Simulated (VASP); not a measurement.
BaS (strained zincblende): one PBE single-point calculation in two programs

```yaml
crystal:
  lattice:
    - [0.00000, 3.51941, 3.46169]
    - [3.51941, 0.00000, 3.46169]
    - [3.51941, 3.51941, 0.00000]
  atoms:
    - { symbol: Ba, position: [0.00000, 0.00000, 0.00000] }
    - { symbol: S, position: [0.25000, 0.25000, 0.25000] }
```

Each program uses its own PAW datasets. VASP's cell holds 16 valence electrons and Ansatz's 16. Ansatz's stress includes a Pulay correction; VASP's doesn't.

Cutoffs: 520 eV in VASP, 420 eV in Ansatz. k meshes: 6×6×6 and 6×6×6.

```
                              VASP   Ansatz
gap between bands v and c  2.77 eV  2.76 eV
         least direct gap  3.38 eV  3.42 eV
                 pressure  0.9 GPa  0.4 GPa
```

Band v is the last that the valence electrons fill when counted band by band, and c is the next. Levels in eV from the top of v, Ansatz:

| point | v−1 | v | c | c+1 |
| --- | --- | --- | --- | --- |
| Γ | -0.72 | -0.71 | 2.76 | 5.03 |
| X | -0.03 | -0.03 | 3.50 | 4.56 |
| K | -0.20 | -0.15 | 3.44 | 4.62 |
| L | -0.46 | -0.44 | 4.42 | 5.24 |
| W | -0.53 | -0.02 | 3.44 | 4.31 |

VASP:

| point | v−1 | v | c | c+1 |
| --- | --- | --- | --- | --- |
| Γ | -0.72 | -0.71 | 2.77 | 4.99 |
| X | -0.03 | -0.03 | 3.47 | 4.58 |
| K | -0.20 | -0.15 | 3.41 | 4.63 |
| L | -0.47 | -0.44 | 4.45 | 5.25 |
| W | -0.54 | -0.02 | 3.40 | 4.30 |
